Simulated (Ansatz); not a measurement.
TiO2:

```
CELL_PARAMETERS angstrom
4.59984 0.00000 0.00000
0.00000 4.59984 0.00000
0.00000 0.00000 2.95921
ATOMIC_POSITIONS crystal
Ti 0.00000 0.00000 0.50000
Ti 0.50000 0.50000 0.00000
O 0.30432 0.30432 0.50000
O 0.19568 0.80432 0.00000
O 0.80432 0.19568 0.00000
O 0.69568 0.69568 0.50000
```

The cell is a database's computed one.

- Program: Ansatz 0.2.0
- Task: relaxation of cell and atoms
- Functional: revPBE
- Potentials or basis: Ansatz PAW
- Cutoff: 420 eV (not typed: the program's choice for these potentials)
- k mesh: 6 × 6 × 9
- Occupations: fermi-dirac, width 0.05 eV
- Spin: no spin polarisation

At the start: volume 10.44 Å³/atom.

Task: Where does the relaxation end?

Result: It ends after 8 steps and the volume is 10.84 Å³/atom (+3.9 %); space group P4_2/mnm (No. 136, to 0.05 Å).

The path:
```
step  energy change (eV)  largest force (eV/Å)  volume (Å³)
   1              0.0000                0.0182        62.61
   2             -0.0428                0.0840        64.17
   3             -0.0459                0.0574        64.83
   4             -0.0464                0.0044        64.92
   5             -0.0464                0.0043        64.93
   6             -0.0583                0.0041        64.93
   7             -0.0580                0.0002        65.04
   8             -0.0583                0.0002        65.04
```

Final structure:
```cif
data_structure
_symmetry_space_group_name_H-M 'P 1'
_symmetry_Int_Tables_number 1
_cell_length_a 4.6754
_cell_length_b 4.6754
_cell_length_c 2.9755
_cell_angle_alpha 90.000
_cell_angle_beta 90.000
_cell_angle_gamma 90.000
_cell_volume 65.04
loop_
_atom_site_label
_atom_site_type_symbol
_atom_site_fract_x
_atom_site_fract_y
_atom_site_fract_z
_atom_site_occupancy
Ti1 Ti 0.00000 0.00000 0.50000 1
Ti2 Ti 0.50000 0.50000 0.00000 1
O1 O 0.30570 0.30570 0.50000 1
O2 O 0.19430 0.80570 0.00000 1
O3 O 0.80570 0.19430 0.00000 1
O4 O 0.69430 0.69430 0.50000 1
```

Caveat: the plane-wave basis is chosen anew once the cell has moved, so the energies of steps on either side of that aren't comparable; the pressure holds a Pulay correction of +0.6 GPa for the finite cutoff; the PAW data sets come from PBE, with cores solved anew for the run's functional, which leaves a small shift of forces and pressure.
